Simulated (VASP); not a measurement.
```xyz
3
Lattice="0.0000 2.8831 2.8831 2.8831 0.0000 2.8831 2.8831 2.8831 0.0000" Properties=species:S:1:pos:R:3 pbc="T T T"
Sr     0.0000     0.0000     0.0000
F      1.4415     1.4415     1.4415
F      4.3246     4.3246     4.3246
```

Method: PBEsol GGA, VASP's PBE PAW potentials (set 64) (plane waves; VASP). Numerical set-up: 520 eV cut-off, Gaussian smearing of 0.050 eV, potentials Sr_sv F.

### Question
Give the energies of bands 7 to 14 at the high-symmetry points, in eV from the valence-band maximum.

### Answer

```
band      Γ      X      U      L      W
----  -----  -----  -----  -----  -----
7     -1.79  -2.12  -1.84  -1.27  -1.73
8     -1.79  -0.95  -1.12  -1.27  -1.35
9     -1.79  -0.95  -0.88  -0.95  -0.65
10    -0.10  -0.30  -0.54  -0.75  -0.65
11    -0.10  -0.30  -0.25  -0.45  -0.23
12    -0.10   0.00  -0.08  -0.45  -0.07
13     6.85   8.09   8.38  10.19   8.42
14    10.06  10.18  10.43  10.19  10.82
```

The gap is indirect, 6.85 eV, from the valence maximum at X to the conduction minimum at Γ.

Measured: gap 11.10 eV (computed value off by -4.25 eV), as given by Andrés Aguado et al., Journal of the Physical Society of Japan (1999), arXiv:cond-mat/9901145.

The compound is SrF2 in the fluorite structure. It was relaxed first.
